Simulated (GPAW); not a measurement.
Write an ASE script for GPAW 26.7.0 that does the following.

- Task: band structure
- Functional: PBE
- Potentials or basis: GPAW PAW data sets (gpaw-data 1.2.1)
- Basis: fd
- Grid spacing: 0.16 Å
- k mesh: 7 × 7 × 4
- Occupations: fermi-dirac, width 0.05 eV
- Spin: no spin polarisation
- Maxiter: 150
- Band path: GMKGALHA,LM,KH
- Band points: 100

Crystal: GaN.

```
Ga N
1.0
     3.18000    0.00000    0.00000
    -1.59000    2.75396    0.00000
     0.00000    0.00000    5.16600
Ga N
2 2
Direct
  0.66667 0.33333 0.50000
  0.33333 0.66667 0.00000
  0.66667 0.33333 0.87500
  0.33333 0.66667 0.37500
```

The input as run:

run.py

```python
from ase import Atoms
from ase.dft.bandgap import bandgap
from ase.io import write
from gpaw import GPAW

atoms = Atoms(['Ga', 'Ga', 'N', 'N'],
              cell=[[3.18, 0.0, 0.0],
                    [-1.59, 2.753960784, 0.0],
                    [0.0, 0.0, 5.166]],
              scaled_positions=[[0.6666666667, 0.3333333333, 0.5],
                                [0.3333333333, 0.6666666667, 0.0],
                                [0.6666666667, 0.3333333333, 0.875],
                                [0.3333333333, 0.6666666667, 0.375]],
              pbc=True)

calc = GPAW(mode='fd',
            h=0.16,
            xc='PBE',
            kpts={'size': (7, 7, 4), 'gamma': True},
            occupations={'name': 'fermi-dirac', 'width': 0.05},
            nbands=18,
            convergence={'density': 1e-05, 'energy': 1e-05},
            maxiter=150,
            txt='gpaw.txt')
atoms.calc = calc
energy = atoms.get_potential_energy()
forces = atoms.get_forces()
calc.write('gs.gpw')
write('result.traj', atoms)
print(f'Energy: {energy:.6f} eV')
print('Forces (eV/A):')
print(forces.round(4))
print('Fermi level:', round(calc.get_fermi_level(), 4), 'eV')
print(f'Gap: {bandgap(calc)[0]:.4f} eV, direct: {bandgap(calc, direct=True)[0]:.4f} eV')

path = atoms.cell.bandpath('GMKGALHA,LM,KH', npoints=100, eps=1e-4)
bs_calc = calc.fixed_density(kpts=path, symmetry='off', nbands=29,
                             convergence={'bands': 'CBM+6.0', 'eigenstates': 1e-6}, txt='bands.txt')
bs = bs_calc.band_structure()
bs.write('bs.json')
print(f'Gap on the path: {bandgap(bs_calc)[0]:.4f} eV')
```

Potentials or basis: GPAW PAW data sets (gpaw-data 1.2.1), fd.

Launch:

```sh
$ OMP_NUM_THREADS=1 python run.py
```

It gave:

* Largest force: 0.175 eV/Å
* Band gap on the k mesh: 2.12 eV, direct
* Band gap along the path: 2.11 eV, direct

Caveat: the real-space grid adds noise to forces.

It took 3.2 min on 1 thread of Intel(R) Xeon(R) Platinum 8488C (Sapphire Rapids), on a shared host, peak memory 0.84 GiB.
